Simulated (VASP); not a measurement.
# EuO (Fm-3m) in VASP: further runs, part 2 of 2

VASP 6.6.1. Earlier steps stand in the parts before.

### Step 5. Single point, PBE+U, collinear spin, ferromagnetic start

File INCAR:

```
ALGO     = Normal         # electronic algorithm
EDIFF    = 1E-6           # SCF threshold, eV
ENCUT    = 600            # plane-wave cutoff, eV
GGA      = PE             # functional
GGA_COMPAT= F            
ISIF     = 2              # what is computed and relaxed
ISMEAR   = -1             # smearing method
ISPIN    = 2              # spin polarisation
LASPH    = T              # aspherical terms in the spheres
LCHARG   = F              # write CHGCAR
LDAU     = T              # DFT+U
LDAUJ    = 0 0          
LDAUL    = 3 -1           # shell
LDAUPRINT= 1            
LDAUTYPE = 2            
LDAUU    = 3 0            # U, eV
LMAXMIX  = 6              # l up to which the mixer works
LORBIT   = 11             # projections on sites
LREAL    = F              # projectors in reciprocal space
LWAVE    = F              # write WAVECAR
MAGMOM   = 4.9 0          # initial moments
NBANDS   = 22             # bands
NELM     = 200            # most SCF steps
PREC     = Accurate       # precision mode
SIGMA    = 0.1            # smearing width, eV
```

File KPOINTS:

```
k-points
0
Gamma
  6 6 6
```

File POSCAR:

```
EuO
1.0
    0.0000000000      2.5719500000      2.5719500000
    2.5719500000      0.0000000000      2.5719500000
    2.5719500000      2.5719500000      0.0000000000
Eu O
1 1
Direct
    0.0000000000      0.0000000000      0.0000000000
    0.5000000000      0.5000000000      0.5000000000
```

Potentials or basis: VASP PAW PBE potentials, release 64 (Eu, O).

Launch:

```bash
> cat potpaw_PBE.64/Eu/POTCAR potpaw_PBE.64/O/POTCAR > POTCAR
> mpirun -np 1 vasp_std > vasp.out
```

OUTCAR:

```text
EDIFF = 1E-6
   ENCUT = 600
   GGA = PE
   ISIF = 2
   ISMEAR = -1
   ISPIN = 2
   LASPH = T
   LORBIT = 11
   LREAL = F
   NELM = 200
   PREC = Accurate

 ion  position               nearest neighbor table
   1  0.000  0.000  0.000-   2 2.57   2 2.57   2 2.57   2 2.57   2 2.57   2 2.57
   2  0.500  0.500  0.500-   1 2.57   1 2.57   1 2.57   1 2.57   1 2.57   1 2.57

  LATTYP: Found a face centered cubic cell.
 ALAT       =     5.1439000000

  Lattice vectors:

 A1 = (   0.0000000000,   2.5719500000,   2.5719500000)
[... 1049 lines left out ...]
 VOLUME and BASIS-vectors are now :
 -----------------------------------------------------------------------------
  energy-cutoff  :      600.00
  volume of cell :       34.03
      direct lattice vectors                 reciprocal lattice vectors
     0.000000000  2.571950000  2.571950000    -0.194405023  0.194405023  0.194405023
     2.571950000  0.000000000  2.571950000     0.194405023 -0.194405023  0.194405023
     2.571950000  2.571950000  0.000000000     0.194405023  0.194405023 -0.194405023

 POSITION                                       TOTAL-FORCE (eV/Angst)
 -----------------------------------------------------------------------------------
      0.00000      0.00000      0.00000        -0.000000     -0.000000      0.000000
      2.57195      2.57195      2.57195         0.000000      0.000000     -0.000000
 -----------------------------------------------------------------------------------
    total drift:                                0.000000      0.000000      0.000000

  FREE ENERGIE OF THE ION-ELECTRON SYSTEM (eV)
  ---------------------------------------------------
  free  energy   TOTEN  =       -21.5122069836 eV

  energy  without entropy=      -21.4870636924  energy(sigma->0) =      -21.49963534

 total charge

# of ion       s       p       d       f       tot
--------------------------------------------------
    1        2.032   5.783   0.344   6.720  14.879
    2        1.551   3.400   0.000   0.000   4.952
--------------------------------------------------
tot          3.583   9.184   0.344   6.720  19.831

 magnetization (x)

# of ion       s       p       d       f       tot
--------------------------------------------------
    1       -0.013  -0.110   0.106   6.680   6.664
    2       -0.004  -0.094   0.000   0.000  -0.098
--------------------------------------------------
tot         -0.018  -0.204   0.106   6.680   6.565
```

Run time: 36 s. Hardware: 1 thread of Intel Xeon Platinum 8488C (Sapphire Rapids), shared host; peak memory 0.21 GiB.

What came out:

```
Free energy                                           : -21.5122 eV
Pressure                                              : -1.5 GPa
Band gap on the k mesh                                : zero (filled and empty bands overlap)
Net moment                                            : 6.99 μB per cell
Site moments                                          : Eu +6.66; O -0.10 μB
Valence electrons inside the program's atomic spheres : Eu 14.88; O 4.95
```

Levels at points of the mesh, in eV from the Fermi level:
Spin up:
| k point | band 12 | band 13 | band 14 | band 15 | band 16 | band 17 | band 18 | band 19 |
| --- | --- | --- | --- | --- | --- | --- | --- | --- |
| (0.00, 0.00, 0.00) | -0.55 | -0.14 | -0.14 | -0.14 | 0.00 | 2.05 | 2.05 | 2.05 |
| (0.50, 0.00, 0.00) | -0.55 | -0.55 | -0.54 | -0.53 | 2.63 | 4.78 | 4.78 | 5.11 |
| (0.50, 0.50, 0.00) | -0.66 | -0.65 | -0.55 | -0.28 | -0.28 | 3.80 | 6.17 | 6.96 |
Spin down:
| k point | band 4 | band 5 | band 6 | band 7 | band 8 | band 9 | band 10 | band 11 | band 12 | band 13 |
| --- | --- | --- | --- | --- | --- | --- | --- | --- | --- | --- |
| (0.00, 0.00, 0.00) | -16.99 | -16.99 | -3.43 | -3.43 | -3.43 | 0.95 | 3.09 | 3.09 | 3.09 | 5.40 |
| (0.50, 0.00, 0.00) | -17.09 | -15.92 | -5.47 | -4.54 | -4.54 | 3.37 | 5.17 | 5.87 | 5.87 | 6.50 |
| (0.50, 0.50, 0.00) | -17.43 | -17.43 | -3.50 | -3.39 | -3.39 | 0.08 | 4.73 | 6.19 | 6.72 | 6.85 |

Eigenvalues of the final occupation matrices:
```tsv
site	spin	trace	eigenvalues
site 1 f	1	6.71	0.95 0.95 0.95 0.95 0.97 0.97 0.97
site 1 f	2	0.02	0.00 0.00 0.00 0.00 0.01 0.01 0.01
```

Caveat: spin-orbit coupling is left out, which moves the levels of the heavy elements; a cell with one magnetic atom can't hold antiferromagnetic order, which such compounds often take. The state reached can hang on the start; a lower one may exist.

### Step 6. Single point, PBE+U, collinear spin, ferromagnetic start

File INCAR:

```
PREC = Accurate
ENCUT = 600
EDIFF = 1E-6
ISMEAR = -1
SIGMA = 0.1
LREAL = False
LASPH = True
NELM = 200
ALGO = Normal
ISIF = 2
LWAVE = False
LCHARG = False
ISPIN = 2
MAGMOM = 4.9 0
LORBIT = 11
LMAXMIX = 6
LDAU = True
LDAUTYPE = 2
LDAUL = 3 -1
LDAUU = 3 0
LDAUJ = 0 0
LDAUPRINT = 1
GGA = PE
NBANDS = 22
GGA_COMPAT = False
```

File KPOINTS:

```
regular mesh
0
Gamma
  8 8 8
```

POSCAR is that of step 5.

Potentials or basis: VASP PAW PBE potentials, release 64 (Eu, O).

Launch:

```bash
> cat potpaw_PBE.64/Eu/POTCAR potpaw_PBE.64/O/POTCAR > POTCAR
> mpirun -np 1 vasp_std > vasp.out
```

Wall time 61 s (1 thread of Intel Xeon Platinum 8488C (Sapphire Rapids), shared host); peak memory 0.22 GiB.

The run converged. Its results:

```
Free energy                                           : -21.5120 eV
Pressure                                              : -1.4 GPa
Band gap on the k mesh                                : zero (filled and empty bands overlap)
Net moment                                            : 7.00 μB per cell
Site moments                                          : Eu +6.67; O -0.10 μB
Valence electrons inside the program's atomic spheres : Eu 14.88; O 4.95
```

Levels at points of the mesh, in eV from the Fermi level:
Spin up:
```tsv
k point	band 11	band 12	band 13	band 14	band 15	band 16	band 17	band 18	band 19	band 20
(0.00, 0.00, 0.00)	-0.56	-0.56	-0.14	-0.14	-0.14	-0.02	2.04	2.04	2.04	4.28
(0.50, 0.00, 0.00)	-0.79	-0.55	-0.55	-0.55	-0.54	2.62	4.77	4.77	5.10	8.06
(0.50, 0.50, 0.00)	-0.66	-0.66	-0.66	-0.56	-0.28	-0.28	3.79	6.16	6.94	7.04
```
Spin down:
```tsv
k point	band 5	band 6	band 7	band 8	band 9	band 10	band 11	band 12
(0.00, 0.00, 0.00)	-17.00	-3.44	-3.44	-3.44	0.94	3.08	3.08	3.08
(0.50, 0.00, 0.00)	-15.92	-5.48	-4.55	-4.55	3.36	5.17	5.87	5.87
(0.50, 0.50, 0.00)	-17.43	-3.51	-3.40	-3.40	0.08	4.72	6.18	6.72
```

Eigenvalues of the final occupation matrices:
```
    site  spin  trace                         eigenvalues
site 1 f     1   6.71  0.95 0.95 0.95 0.95 0.97 0.97 0.97
site 1 f     2   0.02  0.00 0.00 0.00 0.00 0.01 0.01 0.01
```

Caveat: spin-orbit coupling is left out, which moves the levels of the heavy elements; a cell with one magnetic atom can't hold antiferromagnetic order, which such compounds often take.

### Step 7. Single point, PBE+U, collinear spin, ferromagnetic start

File INCAR:

```
PREC     = Accurate       # precision mode
ENCUT    = 600            # plane-wave cutoff, eV
EDIFF    = 1E-6           # SCF threshold, eV
ISMEAR   = -1             # smearing method
SIGMA    = 0.1            # smearing width, eV
LREAL    = False          # projectors in reciprocal space
LASPH    = True           # aspherical terms in the spheres
NELM     = 200            # most SCF steps
ALGO     = Normal         # electronic algorithm
ISIF     = 2              # what is computed and relaxed
LWAVE    = False          # write WAVECAR
LCHARG   = True           # write CHGCAR
ISPIN    = 2              # spin polarisation
MAGMOM   = 4.9 0          # initial moments
LORBIT   = 11             # projections on sites
LMAXMIX  = 6              # l up to which the mixer works
LDAU     = True           # DFT+U
LDAUTYPE = 2            
LDAUL    = 3 -1           # shell
LDAUU    = 3 0            # U, eV
LDAUJ    = 0 0          
LDAUPRINT= 1            
GGA      = PE             # functional
LELF     = True           # ELF
LVHAR    = True         
NBANDS   = 22             # bands
GGA_COMPAT= False
```

File KPOINTS:

```
Automatic mesh
0
Gamma
  9 9 9
```

POSCAR is that of step 6.

Potentials or basis: VASP PAW PBE potentials, release 64 (Eu, O).

Launch:

```bash
> cat potpaw_PBE.64/Eu/POTCAR potpaw_PBE.64/O/POTCAR > POTCAR
> mpirun -np 1 vasp_std > vasp.out
```

OUTCAR:

```text
PREC = Accurate
   ENCUT = 600
   EDIFF = 1E-6
   ISMEAR = -1
   LREAL = False
   LASPH = True
   NELM = 200
   ISIF = 2
   ISPIN = 2
   LORBIT = 11
   GGA = PE

 ion  position               nearest neighbor table
   1  0.000  0.000  0.000-   2 2.57   2 2.57   2 2.57   2 2.57   2 2.57   2 2.57
   2  0.500  0.500  0.500-   1 2.57   1 2.57   1 2.57   1 2.57   1 2.57   1 2.57

  LATTYP: Found a face centered cubic cell.
 ALAT       =     5.1439000000

  Lattice vectors:

 A1 = (   0.0000000000,   2.5719500000,   2.5719500000)
 A2 = (   2.5719500000,   0.0000000000,   2.5719500000)
 A3 = (   2.5719500000,   2.5719500000,   0.0000000000)

Analysis of symmetry for initial positions (statically):
=====================================================================
 Subroutine PRICEL returns:
 Original cell was already a primitive cell.

 Routine SETGRP: Setting up the symmetry group for a
 face centered cubic supercell.

 Subroutine GETGRP returns: Found 48 space group operations
 (whereof 48 operations were pure point group operations)
 out of a pool of 48 trial point group operations.

The static configuration has the point symmetry O_h .

Analysis of symmetry for dynamics (positions and initial velocities):
=====================================================================
 Subroutine PRICEL returns:
 Original cell was already a primitive cell.

 Routine SETGRP: Setting up the symmetry group for a
 face centered cubic supercell.

 Subroutine GETGRP returns: Found 48 space group operations
 (whereof 48 operations were pure point group operations)
 out of a pool of 48 trial point group operations.

[... 194 lines left out ...]
  o =  0.9677  v =  0.6124  0.0000 -0.7906 -0.0000  0.0000 -0.0000  0.0000  0.0000  0.0000  0.0000  0.0000  0.0000  0.0000  0.0000      0.0000  0.0000  0.0000  0.0000  0.0000  0.0000  0.0000  0.0000  0.0000  0.0000  0.0000  0.0000  0.0000  0.0000
  o =  0.9677  v = -0.0000  0.0000  0.0000 -0.0000  0.7807 -0.1573  0.6048  0.0000  0.0000  0.0000  0.0000  0.0000  0.0000  0.0000      0.0000  0.0000  0.0000  0.0000  0.0000  0.0000  0.0000  0.0000  0.0000  0.0000  0.0000  0.0000  0.0000  0.0000

 number of electron      22.9999999 magnetization       6.9959389

 Free energy of the ion-electron system (eV)
  ---------------------------------------------------
  ext. energy  EPLUGINS =         0.00000000
  ---------------------------------------------------
  free energy    TOTEN  =       -21.51180971 eV

  energy without entropy =      -21.48695853  energy(sigma->0) =      -21.49938412

 E-fermi :   4.4151     XC(G=0): -10.8106

 val. band max:        4.4019531383   @ k =   0.0000   0.0000   0.0000
 cond. band min:       4.5092703774   @ k =   0.4444   0.3333   0.0000
 fundamental gap:      0.1073172390
 Fermi energy:         4.4151338084

 spin component 1

 k-point     1 :       0.0000    0.0000    0.0000
  band No.  band energies     occupation
      1     -36.4066      1.00000
      2     -14.8960      1.00000
      3     -14.8960      1.00000
      4     -14.8960      1.00000
      5     -14.0017      1.00000
      6       0.7711      1.00000
[... 1193 lines left out ...]
     21      13.1251      0.00000
     22      15.9498      0.00000

 [... further k-points ...]
[... 5 lines left out ...]
  --------------------------------------------------------------------------------------
  -------------------------------------------------------------------------------------
  Total       -0.3251567     -0.3251567     -0.3251567      0.0000000     -0.0000000     -0.0000000
  in kB      -15.3103737    -15.3103737    -15.3103737      0.0000000     -0.0000000     -0.0000000
  external PRESSURE =     -15.3103737 kB  Pullay stress =       0.0000000 kB

 VOLUME and BASIS-vectors are now :
 -----------------------------------------------------------------------------
  energy-cutoff  :      600.00
  volume of cell :       34.03
      direct lattice vectors                 reciprocal lattice vectors
     0.000000000  2.571950000  2.571950000    -0.194405023  0.194405023  0.194405023
     2.571950000  0.000000000  2.571950000     0.194405023 -0.194405023  0.194405023
     2.571950000  2.571950000  0.000000000     0.194405023  0.194405023 -0.194405023

 POSITION                                       TOTAL-FORCE (eV/Angst)
 -----------------------------------------------------------------------------------
      0.00000      0.00000      0.00000         0.000000     -0.000000     -0.000000
      2.57195      2.57195      2.57195        -0.000000      0.000000      0.000000
 -----------------------------------------------------------------------------------
    total drift:                                0.000000      0.000000      0.000000

  FREE ENERGIE OF THE ION-ELECTRON SYSTEM (eV)
  ---------------------------------------------------
  free  energy   TOTEN  =       -21.5118097117 eV

  energy  without entropy=      -21.4869585307  energy(sigma->0) =      -21.49938412

 total charge

# of ion       s       p       d       f       tot
--------------------------------------------------
    1        2.032   5.783   0.344   6.720  14.879
    2        1.551   3.401   0.000   0.000   4.952
--------------------------------------------------
tot          3.583   9.184   0.344   6.720  19.831

 magnetization (x)

# of ion       s       p       d       f       tot
--------------------------------------------------
    1       -0.013  -0.110   0.108   6.681   6.666
    2       -0.004  -0.094   0.000   0.000  -0.099
--------------------------------------------------
tot         -0.018  -0.204   0.108   6.681   6.567
```

stdout:

```text
POSCAR found type information on POSCAR EuO
 POSCAR found :  2 types and       2 ions
 scaLAPACK will be used
 LDA part: xc-table for (Slater+PW92), standard interpolation
 POSCAR, INCAR and KPOINTS ok, starting setup
 FFT: planning ... GRIDC
 FFT: planning ... GRID_SOFT
 FFT: planning ... GRID
 WAVECAR not read
 entering main loop
```

Wall time 83 s (1 thread of Intel Xeon Platinum 8488C (Sapphire Rapids), shared host); peak memory 0.23 GiB.

Results:

```yaml
Free_energy: -21.5118 eV
Pressure: -1.5 GPa
Band_gap_on_the_k_mesh: zero (filled and empty bands overlap)
Net_moment: 7.00 μB per cell
Site_moments: Eu +6.67; O -0.10 μB
Valence_electrons_inside_the_program's_atomic_spheres: Eu 14.88; O 4.95
```

Levels at points of the mesh, in eV from the Fermi level:
Spin up:
| k point | band 11 | band 12 | band 13 | band 14 | band 15 | band 16 | band 17 | band 18 | band 19 | band 20 |
| --- | --- | --- | --- | --- | --- | --- | --- | --- | --- | --- |
| (0.00, 0.00, 0.00) | -0.55 | -0.55 | -0.14 | -0.14 | -0.14 | -0.01 | 2.04 | 2.04 | 2.04 | 4.28 |
Spin down:
```tsv
k point	band 4	band 5	band 6	band 7	band 8	band 9	band 10	band 11	band 12	band 13
(0.00, 0.00, 0.00)	-17.00	-17.00	-3.44	-3.44	-3.44	0.95	3.09	3.09	3.09	5.39
```

Eigenvalues of the final occupation matrices:
```
    site  spin  trace                         eigenvalues
site 1 f     1   6.71  0.95 0.95 0.95 0.95 0.97 0.97 0.97
site 1 f     2   0.02  0.00 0.00 0.00 0.00 0.01 0.01 0.01
```

Caveat: spin-orbit coupling is left out, which moves the levels of the heavy elements; a cell with one magnetic atom can't hold antiferromagnetic order, which such compounds often take.

### Step 8. The runs side by side

```csv
k mesh,gap on the mesh (eV),pressure (GPa),moment (μB)
3 × 3 × 3,0.15,-1.6,7.00
4 × 4 × 4,none,-1.5,6.98
5 × 5 × 5,none,-1.5,6.99
6 × 6 × 6,none,-1.5,6.99
8 × 8 × 8,none,-1.4,7.00
9 × 9 × 9,none,-1.5,7.00
```

Alike in all rows: task single point; level PBE+U; potentials or basis VASP PAW PBE potentials, release 64 (Eu, O); spin collinear, ferromagnetic start; Eu f U = 3.0 eV; cell as given; cutoff (eV) 600; smearing fermi-dirac 0.1 eV.

Caveats: some runs use coarse meshes; spin-orbit coupling is left out, which moves the levels of the heavy elements; a cell with one magnetic atom can't hold antiferromagnetic order, which such compounds often take.

Total energies depend on the potentials used, so only differences within one code and one set of settings carry meaning.

### Step 9. How close it comes

Step 5. Measured gap of EuO: 1.115 eV (optical; 300 K; a printed reference work, monograph). This calculation gives 0.00 eV (-1.11 eV). So large a miss can be the level of theory's own, or it may mean another phase, state or a wrong row. Spin-orbit coupling on Eu is left out. The value is that of PBE+U on a finite k mesh, which can miss the band edges, without temperature or zero-point motion. The run's magnetic order (collinear spin, ferromagnetic start) needn't be the measured crystal's.

Step 6. Measured gap of EuO: 1.115 eV (optical; 300 K; a printed reference work, monograph). This calculation gives 0.00 eV (-1.11 eV). So large a miss can be the level of theory's own, or it may mean another phase, state or a wrong row. Spin-orbit coupling on Eu is left out. The value is that of PBE+U on a finite k mesh, which can miss the band edges, without temperature or zero-point motion. The run's magnetic order (collinear spin, ferromagnetic start) needn't be the measured crystal's.

Step 7. Measured gap of EuO: 1.115 eV (optical; 300 K; a printed reference work, monograph). This calculation gives 0.00 eV (-1.11 eV). So large a miss can be the level of theory's own, or it may mean another phase, state or a wrong row. Spin-orbit coupling on Eu is left out. The value is that of PBE+U on a finite k mesh, which can miss the band edges, without temperature or zero-point motion. The run's magnetic order (collinear spin, ferromagnetic start) needn't be the measured crystal's.
